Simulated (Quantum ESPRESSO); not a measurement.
Set up this calculation in Quantum ESPRESSO 7.5, as the native input.

* Task: relaxation of cell and atoms
* Functional: PBEsol
* Potentials or basis: GBRV 1.5 PBEsol
* Cutoff: 871 eV
* Density cutoff: 7007 eV
* k mesh: 10 × 10 × 9
* Occupations: fermi-dirac, width 0.05 eV
* Spin: no spin polarisation
* Target pressure: 10 GPa
* Mixing beta: 0.5
* Most SCF iterations: 120
* SCF threshold: 4e-10 Ry
* Most ionic steps: 40
* Forc conv thr: 0.0004 Ry/bohr
* Etot conv thr: 1e-05 Ry
* Ion dynamics: bfgs
* Cell dynamics: bfgs
* Press conv thr: 0.3 kbar

Crystal: WC (Qusongite).

```
W C
1.0
     2.90650    0.00000    0.00000
    -1.45325    2.51710    0.00000
     0.00000    0.00000    2.83660
W C
1 1
Direct
  0.00000 0.00000 0.00000
  0.66667 0.33333 0.50000
```

These files were run (other wordings do the same):

pw.in

```
&CONTROL
  calculation = 'vc-relax'
  prefix = 'pwscf'
  outdir = './tmp'
  pseudo_dir = './pseudo'
  tprnfor = .true.
  tstress = .true.
  disk_io = 'low'
  nstep = 40
  forc_conv_thr = 0.0004
  etot_conv_thr = 1d-05
/
&SYSTEM
  ibrav = 0
  celldm(1) = 8
  nat = 2
  ntyp = 2
  ecutwfc = 64
  ecutrho = 515
  nbnd = 15
  occupations = 'smearing'
  smearing = 'fd'
  degauss = 0.00367493
/
&ELECTRONS
  conv_thr = 4d-10
  electron_maxstep = 120
  mixing_beta = 0.5
/
&IONS
  ion_dynamics = 'bfgs'
/
&CELL
  cell_dynamics = 'bfgs'
  press = 100
  press_conv_thr = 0.3
/
ATOMIC_SPECIES
W    183.8400 w_pbesol_v1.2.uspp.F.UPF
C     12.0110 c_pbesol_v1.2.uspp.F.UPF
CELL_PARAMETERS alat
  0.6865611226531   0.0000000000000   0.0000000000000
 -0.3432805613266   0.5945793734685   0.0000000000000
  0.0000000000000   0.0000000000000   0.6700496406392
ATOMIC_POSITIONS crystal
W      0.0000000000    0.0000000000    0.0000000000
C      0.6666666667    0.3333333333    0.5000000000
K_POINTS automatic
10 10 9 0 0 0
```

Potentials or basis: GBRV 1.5 PBEsol.

Launch:

```bash
$ OMP_NUM_THREADS=1 mpirun -n 2 pw.x -nk 2 -in pw.in > pw.out
```

It gave:

```json
{
 "Relaxed volume": "10.07 Å³/atom",
 "Relaxed cell": "a = 2.877 Å, b = 2.877 Å, c = 2.810 Å, α = 90.00°, β = 90.00°, γ = 120.00°",
 "Space group after relaxing (to 0.05 Å)": "P-6m2 (No. 187)",
 "Energy change on relaxing (the enthalpy is what falls)": "+6.6 meV/atom",
 "Ionic steps": "5",
 "Pressure after relaxing": "10.0 GPa",
 "Band gap on the k mesh": "none (metal or under the smearing width)"
}
```

Wall time 64 s on 2 MPI ranks on Arm Neoverse V1 (shared host), peak memory 0.34 GiB a rank.
